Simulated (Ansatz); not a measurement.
# How Sb stores the work of compression

Theory: DFT PBEsol, scalar-relativistic, plane waves, PAW (Ansatz 0.2.0). (420 eV cutoff, 14×14×14 k-mesh, Gaussian smearing of 0.10 eV, no spin polarisation)

The relaxed crystal:

```yaml
crystal:
  lattice:
    - [3.06174, 0.00000, 0.00000]
    - [0.00000, 3.06174, 0.00000]
    - [0.00000, 0.00000, 3.06174]
  atoms:
    - { symbol: Sb, position: [0.00000, 0.00000, 0.00000] }
```

Cell and atoms were relaxed at each target pressure within the start's symmetry (Pm-3m), at zero temperature; other phases can be more stable under pressure. H = E + PV with P the target; E is the free energy at the smearing used, whose derivative the pressure is, per atom and counted from zero pressure. The mesh named is that at zero pressure; some other pressures ran on another.

A cell with an odd number of electrons and no spin polarisation is a metal by construction and may be lower with spin.

```tsv
P (GPa)	V (Å³/atom)	E − E0 (meV)	H − H0 (meV)
0	28.702	0.0	0.0
1	28.243	1.4	177.7
4	27.080	19.1	695.2
12	24.906	123.1	1988.5
25	22.713	369.3	3913.4
50	20.135	953.1	7236.7
90	17.774	1956.9	11941.4
```

Question: Thermodynamics gives dH/dP = V along a relaxed path. Integrate V over P by the trapezoid rule and compare with the computed enthalpies.

Answer: With 1 eV/Å³ = 160.22 GPa, each step adds the mean volume times ΔP / 160.22:
| P (GPa) | ∫V dP (meV) | H − H0 (meV) | difference (meV) |
| --- | --- | --- | --- |
| 1 | 177.7 | 177.7 | 0.0 |
| 4 | 695.7 | 695.2 | 0.4 |
| 12 | 1993.6 | 1988.5 | 5.0 |
| 25 | 3925.5 | 3913.4 | 12.0 |
| 50 | 7268.4 | 7236.7 | 31.7 |
| 90 | 12000.7 | 11941.4 | 59.3 |

V(P) curves upward, so the trapezoid rule runs high; integrating a smooth curve through the same points (P as a polynomial of degree 4 in ln V) puts that excess at about 57.1 meV at 90 GPa, against the 59.3 meV found. What is left comes from the shape of V(P) between points this far apart, and from the mesh, the smearing and the stress tolerance.

Question: At 90 GPa, how much of the enthalpy change is stored energy and how much is the PV term?

Answer: E rises by 1957 meV/atom and PV is 90 × 17.774 / 160.22 = 9985 meV/atom, so PV makes 84 % of ΔH. So between rival structures at high pressure a small difference in volume can outweigh the difference in energy: 1 % of this volume is worth 99.8 meV/atom at this pressure.

Question: What bulk modulus do the lowest pressures give?

Answer: From the pressures that the runs reached, -1.00 GPa (29.189 Å³) and 1.00 GPa (28.243 Å³), B = −ΔP/Δln V = 2.00 / 0.0329 = 61 GPa, a mean over that range.

This simple cubic form isn't the element's structure at ambient conditions.